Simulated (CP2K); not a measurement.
# Ti (Fm-3m) in CP2K: convergence with smearing width

Aim: find how far smearing width must go before the results for Ti settle, at PBE. This setting moves, with any that are tied to it; all else stays.

All numbers are computed with CP2K 2026.2; they aren't measurements. Logs are shortened: lines on timing, memory, paths and dates and some standing lists are left out, and cuts for length are marked.

## 1. Starting point

The structure is cubic, space group Fm-3m (No. 225). Conventional cell: a = 4.060 Å, b = 4.060 Å, c = 4.060 Å, α = 90.00°, β = 90.00°, γ = 90.00°. Around Ti (site symmetry m-3m) lie 12 Ti at 2.87 Å.

This isn't the form of Ti at room conditions, which is hcp.

## 2. With smearing width 0.5 eV

File ti_converge.inp:

```
&GLOBAL
  PROJECT ti_converge
  RUN_TYPE ENERGY_FORCE
  PRINT_LEVEL LOW
&END GLOBAL
&FORCE_EVAL
  METHOD QS
  STRESS_TENSOR ANALYTICAL
  &DFT
    BASIS_SET_FILE_NAME BASIS_MOLOPT
    POTENTIAL_FILE_NAME GTH_POTENTIALS
    &MGRID
      CUTOFF 450
      REL_CUTOFF 60
      NGRIDS 4
    &END MGRID
    &QS
      METHOD GPW
      EPS_DEFAULT 1.0E-9
    &END QS
    &KPOINTS
      SCHEME MONKHORST-PACK 9 9 9
      GAMMA_CENTERED T
      SYMMETRY T
      SYMMETRY_BACKEND SPGLIB
    &END KPOINTS
    &SCF
      SCF_GUESS ATOMIC
      EPS_SCF 1.0E-6
      MAX_SCF 100
      ADDED_MOS 11
      CHOLESKY OFF
      EPS_EIGVAL 1.0E-7
      &DIAGONALIZATION ON
        ALGORITHM STANDARD
      &END DIAGONALIZATION
      &MIXING ON
        METHOD BROYDEN_MIXING
        ALPHA 0.4
        BETA 1.5
        NBUFFER 8
      &END MIXING
      &SMEAR ON
        METHOD FERMI_DIRAC
        ELECTRONIC_TEMPERATURE 5802.26
      &END SMEAR
    &END SCF
    &XC
      &XC_FUNCTIONAL
        &GGA_X_PBE
        &END GGA_X_PBE
        &GGA_C_PBE
        &END GGA_C_PBE
      &END XC_FUNCTIONAL
    &END XC
    &PRINT
      &KPOINTS ON
      &END KPOINTS
      &MULLIKEN ON
      &END MULLIKEN
      &MO ON
        ENERGIES T
        OCCUPATION_NUMBERS T
        &EACH
          QS_SCF 0
        &END EACH
        ADD_LAST NUMERIC
      &END MO
    &END PRINT
  &END DFT
  &SUBSYS
    &CELL
      A 2.8708535316 0.0000000000 0.0000000000
      B 1.4354267658 2.4862320889 0.0000000000
      C 1.4354267658 0.8287440296 2.3440420929
      PERIODIC XYZ
    &END CELL
    &COORD
      Ti  0.0000000000 0.0000000000 0.0000000000
    &END COORD
    &KIND Ti
      BASIS_SET DZVP-MOLOPT-SR-GTH-q12
      POTENTIAL GTH-PBE-q12
    &END KIND
    &PRINT
      &ATOMIC_COORDINATES ON
      &END ATOMIC_COORDINATES
      &CELL ON
      &END CELL
    &END PRINT
  &END SUBSYS
  &PRINT
    &FORCES ON
    &END FORCES
    &STRESS_TENSOR ON
    &END STRESS_TENSOR
  &END PRINT
&END FORCE_EVAL
```

Potentials or basis: GTH_POTENTIALS Ti GTH-PBE-q12; DZVP-MOLOPT-SR-GTH basis.

The run is started by

```
OMP_NUM_THREADS=1 cp2k.psmp -i ti_converge.inp -o ti_converge.out
```

ti_converge.out:

```text

 CP2K| version string:                                       CP2K version 2026.2
 CP2K| Input file name                                           ti_converge.inp

 GLOBAL| Force Environment number                                              1
 GLOBAL| Basis set file name                                        BASIS_MOLOPT
 GLOBAL| Potential file name                                      GTH_POTENTIALS
 GLOBAL| MM Potential file name                                     MM_POTENTIAL
 GLOBAL| Coordinate file name                                      __STD_INPUT__
 GLOBAL| Method name                                                        CP2K
 GLOBAL| Project name                                                ti_converge
 GLOBAL| Run type                                                   ENERGY_FORCE
 GLOBAL| FFT library                                                       FFTW3
[... 8 lines left out ...]
 GLOBAL| CPU model name                                                  UNKNOWN

 CELL| Volume [angstrom^3]:                                            16.730854
 CELL| Vector a [angstrom]:       2.871     0.000     0.000   |a| =     2.870854
 CELL| Vector b [angstrom]:       1.435     2.486     0.000   |b| =     2.870854
 CELL| Vector c [angstrom]:       1.435     0.829     2.344   |c| =     2.870854
 CELL| Angle (b,c), alpha [degree]:                                    60.000000
 CELL| Angle (a,c), beta  [degree]:                                    60.000000
 CELL| Angle (a,b), gamma [degree]:                                    60.000000
 CELL| Numerically orthorhombic:                                              NO
 CELL| Periodicity                                                           XYZ

 CELL_REF| Volume [angstrom^3]:                                        16.730854
 CELL_REF| Vector a [angstrom     2.871     0.000     0.000   |a| =     2.870854
 CELL_REF| Vector b [angstrom     1.435     2.486     0.000   |b| =     2.870854
 CELL_REF| Vector c [angstrom     1.435     0.829     2.344   |c| =     2.870854
 CELL_REF| Angle (b,c), alpha [degree]:                                60.000000
 CELL_REF| Angle (a,c), beta  [degree]:                                60.000000
 CELL_REF| Angle (a,b), gamma [degree]:                                60.000000
 CELL_REF| Numerically orthorhombic:                                          NO
 CELL_REF| Periodicity                                                       XYZ
[... 9 lines left out ...]
 TOTAL NUMBERS AND MAXIMUM NUMBERS

  Total number of            - Atomic kinds:                                   1
                             - Atoms:                                          1
                             - Shell sets:                                     1
                             - Shells:                                         8
                             - Primitive Cartesian functions:                  6
                             - Cartesian basis functions:                     31
                             - Spherical basis functions:                     26

  Maximum angular momentum of- Orbital basis functions:                        3
                             - Local part of the GTH pseudopotential:          2
                             - Non-local part of the GTH pseudopotential:      3

 MODULE QUICKSTEP: ATOMIC COORDINATES IN ANGSTROM

   Atom Kind Element         X             Y             Z       Z(eff)     Mass
[... 78 lines left out ...]
 Number of electrons:                                                         12
 Number of occupied orbitals:                                                  6
 Number of molecular orbitals:                                                17

 Number of orbital functions:                                                 26
 Number of independent orbital functions:                                     26

 SCF WAVEFUNCTION OPTIMIZATION

  Step     Update method      Time    Convergence         Total energy    Change
  ------------------------------------------------------------------------------
     1 NoMix/Diag. 0.40E+00    2.8     1.49981080       -58.5701547072 -5.86E+01
     2 Broy./Diag. 0.40E+00    2.8     0.01677478       -58.5713944257 -1.24E-03
     3 Broy./Diag. 0.40E+00    2.8     0.01747998       -58.3377641284  2.34E-01
     4 Broy./Diag. 0.40E+00    2.8     0.00327425       -58.2099635831  1.28E-01
     5 Broy./Diag. 0.40E+00    2.8     0.00047379       -58.2166350116 -6.67E-03
     6 Broy./Diag. 0.40E+00    2.8     0.00036405       -58.2160671537  5.68E-04
     7 Broy./Diag. 0.40E+00    2.8     0.00000525       -58.2158952392  1.72E-04
     8 Broy./Diag. 0.40E+00    2.8     0.00000565       -58.2158021956  9.30E-05
     9 Broy./Diag. 0.40E+00    2.8     0.00000026       -58.2158090477 -6.85E-06

  *** SCF run converged in     9 steps ***

  Electronic density on regular grids:        -11.9999999904        0.0000000096
  Core density on regular grids:               11.9999999948       -0.0000000052
  Total charge density on r-space grids:        0.0000000044
  Total charge density g-space grids:           0.0000000044

  Overlap energy of the core charge distribution:               0.00000000000000
  Self energy of the core charge distribution:               -106.89907898799595
  Core Hamiltonian energy:                                     27.31437731380729
  Hartree energy:                                              28.76230921001511
  Exchange-correlation energy:                                 -7.34903495672507
  Electronic entropic energy:                                  -0.04438163344251
  Fermi energy:                                                 0.41770991457484

  Total energy:                                               -58.21580904770051
  Total energy (extrapolated to T->0):                        -58.19361823097925

 MO| EIGENVALUES AND OCCUPATION NUMBERS FOR K POINT 1
 MO|
 MO|  Index      Eigenvalue [a.u.]        Eigenvalue [eV]             Occupation
 MO|      1              -1.702768             -46.334671               2.000000
 MO|      2              -0.791559             -21.539413               2.000000
 MO|      3              -0.767471             -20.883939               2.000000
 MO|      4              -0.767471             -20.883939               2.000000
 MO|      5               0.317809               8.648035               1.991331
 MO|      6               0.438152              11.922736               0.494795
[... 298 lines left out ...]
 MO|      6               0.375627              10.221343               1.816131
[... 9 lines left out ...]
 MO|     16               1.684065              45.825731               0.000000
 MO|     17               1.954917              53.195991               0.000000
 MO| Sum:                                                              12.211111
 MO| E(Fermi):            0.417710 a.u.         11.366465 eV

 [... the levels of further k-points ...]

 !-----------------------------------------------------------------------------!
                     Mulliken Population Analysis

 #  Atom  Element  Kind  Atomic population                           Net charge
       1     Ti       1         12.000000                              0.000000
 # Total charge                             12.000000                  0.000000

 !-----------------------------------------------------------------------------!

 ENERGY| Total FORCE_EVAL ( QS ) energy [hartree]            -58.215807024708745

 FORCES| Atomic forces [hartree/bohr]
 FORCES|   Atom     x               y               z               |f|
 FORCES|      1  3.25594148E-16  7.61676712E-15 -4.17293788E-15   8.69106228E-15
 FORCES| Sum     3.25594148E-16  7.61676712E-15 -4.17293788E-15
 FORCES| Total atomic force                                       8.69106228E-15

 STRESS| Analytical stress tensor [bar]
 STRESS|                        x                   y                   z
 STRESS|      x        1.13065608032E+05  -1.49413251666E+01  -1.05650553683E+01
 STRESS|      y       -1.49413251666E+01   1.13082857840E+05  -6.09882357810E+00
 STRESS|      z       -1.05650553683E+01  -6.09882357810E+00   1.13087164308E+05
 STRESS| 1/3 Trace                                             1.13078543393E+05
 STRESS| Determinant                                           1.44590779677E+15

 STRESS| Eigenvectors and eigenvalues of the analytical stress tensor [bar]
 STRESS|                        1                   2                   3
 STRESS| Eigenvalues   1.13052667064E+05   1.13091477965E+05   1.13091485151E+05
 STRESS|      x           0.816466621163     -0.202081041015     -0.540874763128
 STRESS|      y           0.471415176467     -0.307584435402      0.826534661399
 STRESS|      z           0.333391643450      0.929814534174      0.155868355084
```

Wall time 34 s (1 thread of Arm Neoverse V1, shared host); peak memory 0.23 GiB.

Results:

```yaml
Free_energy: -1584.1327 eV
Pressure: 11.3 GPa
Band_gap_on_the_k_mesh: none (metal or under the smearing width)
```

## 3. With smearing width 0.3 eV

Changes to ti_converge.inp since step 2:

```diff
@@ -44,3 +44,3 @@
         METHOD FERMI_DIRAC
-        ELECTRONIC_TEMPERATURE 5802.26
+        ELECTRONIC_TEMPERATURE 3481.36
       &END SMEAR
```

Potentials or basis: GTH_POTENTIALS Ti GTH-PBE-q12; DZVP-MOLOPT-SR-GTH basis.

The run is started by

```
OMP_NUM_THREADS=1 cp2k.psmp -i ti_converge.inp -o ti_converge.out
```

Run time: 40 s. Hardware: 1 thread of Arm Neoverse V1, shared host; peak memory 0.23 GiB.

What came out:

| Quantity | Value |
| --- | --- |
| Free energy | -1583.7373 eV |
| Pressure | 7.6 GPa |
| Band gap on the k mesh | none (metal or under the smearing width) |

## 4. With smearing width 0.2 eV

Changes to ti_converge.inp since step 3:

```diff
@@ -44,3 +44,3 @@
         METHOD FERMI_DIRAC
-        ELECTRONIC_TEMPERATURE 3481.36
+        ELECTRONIC_TEMPERATURE 2320.90
       &END SMEAR
```

The run is started by

```
OMP_NUM_THREADS=1 cp2k.psmp -i ti_converge.inp -o ti_converge.out
```

Run time: 40 s. Hardware: 1 thread of Arm Neoverse V1, shared host; peak memory 0.23 GiB.

What came out:

| Quantity | Value |
| --- | --- |
| Free energy | -1583.6091 eV |
| Pressure | 6.3 GPa |
| Band gap on the k mesh | none (metal or under the smearing width) |

## 5. With smearing width 0.1 eV

Changes to ti_converge.inp since step 4:

```diff
@@ -44,3 +44,3 @@
         METHOD FERMI_DIRAC
-        ELECTRONIC_TEMPERATURE 2320.90
+        ELECTRONIC_TEMPERATURE 1160.45
       &END SMEAR
```

The run is started by

```
OMP_NUM_THREADS=1 cp2k.psmp -i ti_converge.inp -o ti_converge.out
```

Wall time 40 s (1 thread of Arm Neoverse V1, shared host); peak memory 0.23 GiB.

What came out:

```
Free energy            : -1583.5297 eV
Pressure               : 5.6 GPa
Band gap on the k mesh : none (metal or under the smearing width)
```

## 6. With smearing width 0.05 eV

Changes to ti_converge.inp since step 5:

```diff
@@ -44,3 +44,3 @@
         METHOD FERMI_DIRAC
-        ELECTRONIC_TEMPERATURE 1160.45
+        ELECTRONIC_TEMPERATURE 580.23
       &END SMEAR
```

Potentials or basis: GTH_POTENTIALS Ti GTH-PBE-q12; DZVP-MOLOPT-SR-GTH basis.

The run is started by

```
OMP_NUM_THREADS=1 cp2k.psmp -i ti_converge.inp -o ti_converge.out
```

Run time: 34 s. Hardware: 1 thread of Arm Neoverse V1, shared host; peak memory 0.23 GiB.

It converged, with:

| Property | Result |
| --- | --- |
| Free energy | -1583.5084 eV |
| Pressure | 5.5 GPa |
| Band gap on the k mesh | none (metal or under the smearing width) |

## 7. With smearing width 0.025 eV

Changes to ti_converge.inp since step 6:

```diff
@@ -44,3 +44,3 @@
         METHOD FERMI_DIRAC
-        ELECTRONIC_TEMPERATURE 580.23
+        ELECTRONIC_TEMPERATURE 290.11
       &END SMEAR
```

The run is started by

```
OMP_NUM_THREADS=1 cp2k.psmp -i ti_converge.inp -o ti_converge.out
```

It took 40 s on 1 thread of Arm Neoverse V1, shared host; peak memory 0.23 GiB.

It converged, with:

```yaml
Free_energy: -1583.5019 eV
Pressure: 5.5 GPa
Band_gap_on_the_k_mesh: none (metal or under the smearing width)
```

## 8. With smearing width 0.01 eV

Changes to ti_converge.inp since step 7:

```diff
@@ -44,3 +44,3 @@
         METHOD FERMI_DIRAC
-        ELECTRONIC_TEMPERATURE 290.11
+        ELECTRONIC_TEMPERATURE 116.05
       &END SMEAR
```

The run is started by

```
OMP_NUM_THREADS=1 cp2k.psmp -i ti_converge.inp -o ti_converge.out
```

Wall time 40 s (1 thread of Arm Neoverse V1, shared host); peak memory 0.23 GiB.

The run converged. Its results:

- Free energy: -1583.4994 eV
- Pressure: 5.6 GPa
- Band gap on the k mesh: none (metal or under the smearing width)

## 9. Summary

| smearing width | energy less the tightest run, at zero smearing (meV/atom) | pressure (GPa) | SCF cycles | CPU time (s) | peak memory (GiB) |
| --- | --- | --- | --- | --- | --- |
| 0.5 eV | -29.91 | 11.31 | 9 | 34 | 0.23 |
| 0.3 eV | -10.23 | 7.62 | 11 | 40 | 0.23 |
| 0.2 eV | -6.08 | 6.32 | 11 | 40 | 0.23 |
| 0.1 eV | -3.47 | 5.57 | 11 | 40 | 0.23 |
| 0.05 eV | -1.68 | 5.48 | 9 | 34 | 0.23 |
| 0.025 eV | -0.43 | 5.51 | 11 | 40 | 0.23 |
| 0.01 eV | 0.00 | 5.55 | 11 | 40 | 0.23 |

Against the tightest run, the energy stays within 1 meV/atom from 0.025 eV on; the pressure stays within 0.1 GPa from 0.1 eV on. Narrower smearing needs a denser k mesh, so at a fixed mesh the narrowest width isn't the most accurate. The tightest run that finished is the yardstick and may itself not be fully converged.

Caveats: the basis of atomic orbitals isn't converged, which shifts pressures, moduli and gaps.
